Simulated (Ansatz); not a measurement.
Recipe of this trial structure of Ge: 4-connected net of one element (I4/mmm, No. 139). Its size is a rough estimate.

```cif
data_structure
_symmetry_space_group_name_H-M 'P 1'
_symmetry_Int_Tables_number 1
_cell_length_a 5.1330
_cell_length_b 5.1330
_cell_length_c 5.1330
_cell_angle_alpha 98.541
_cell_angle_beta 98.541
_cell_angle_gamma 134.666
_cell_volume 88.76
loop_
_atom_site_label
_atom_site_type_symbol
_atom_site_fract_x
_atom_site_fract_y
_atom_site_fract_z
_atom_site_occupancy
Ge1 Ge 0.68236 0.68236 0.36473 1
Ge2 Ge 0.31764 0.31764 0.63527 1
Ge3 Ge 0.31764 0.68236 0.00000 1
Ge4 Ge 0.68236 0.31764 0.00000 1
```

The calculation used DFT PBE, scalar-relativistic, plane waves, PAW (Ansatz). Cutoff 420 eV, Gaussian smearing, Γ-centred meshes. Cell and atoms relax first on a coarse mesh and then on a finer one. In between, the cell is made exact in the group found at 0.06 Å. In metals the finer mesh still leaves noise of several meV/atom or more. The steps can't lower the symmetry of their start. No spin polarisation.

A guess keeps its type if space group and coordination stay and the shape of the cell changes little (axis ratios within about 15 %, angles within 6°); the volume may change.

Question: Will the relaxed cell still be of the starting type?

Answer: It keeps its type. The symmetry stays I4/mmm (No. 139). The volume per atom grows by 14.1 %, from 22.2 to 25.3 Å³. The shortest distance goes from 2.36 Å (Ge–Ge) to 2.49 Å (Ge–Ge). The ratio c/a of the conventional cell changes by a factor of 0.98. Counting neighbours within 15 % of an atom's shortest distance, the start has Ge 4 and the end Ge 4.

The last run used a 14×14×14 mesh for its 4-atom cell and Gaussian smearing of 0.10 eV. A later test with randomly moved atoms came back to the same energy, though modes that don't fit the test's cell weren't probed. Another cell of Ge relaxed alike, in Cmmm, lies 29 meV/atom lower, so this cell isn't the stable form at this level.
